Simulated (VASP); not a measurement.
Input of a VASP 6.6.1 run:

INCAR

```
PREC = Accurate ; ENCUT = 600
EDIFF = 1E-6 ; ISMEAR = 1
SIGMA = 0.1 ; LREAL = False
LASPH = True ; NELM = 80
ALGO = Normal ; ISIF = 3
LWAVE = False ; LCHARG = False
GGA = PE ; IBRION = 2
NSW = 90 ; EDIFFG = -0.01
```

Contents of KPOINTS:

```
regular mesh
0
Gamma
  15 15 10
```

Contents of POSCAR:

```
MgB2
1.0
    3.0850000000      0.0000000000      0.0000000000
   -1.5425000000      2.6716883707      0.0000000000
    0.0000000000      0.0000000000      3.5230000000
Mg B
1 2
Direct
    0.0000000000      0.0000000000      0.0000000000
    0.3333333333      0.6666666667      0.5000000000
    0.6666666667      0.3333333333      0.5000000000
```

Potentials or basis: VASP PAW PBE potentials, release 64 (Mg, B).

Command:

```bash
$ cat potpaw_PBE.64/Mg/POTCAR potpaw_PBE.64/B/POTCAR > POTCAR
$ mpirun -np 1 vasp_std > vasp.out
```

(1) Estimate the band gap on the k mesh.

(2) Estimate the relaxed volume.

(3) Predict the relaxed cell.

(4) Estimate the space group after relaxing (to 0.05 Å).

Answers

(1) none (metal or under the smearing width).

(2) 9.61 Å³/atom.

(3) a = 3.071 Å, b = 3.071 Å, c = 3.528 Å, α = 90.00°, β = 90.00°, γ = 120.00°.

(4) P6/mmm (No. 191).
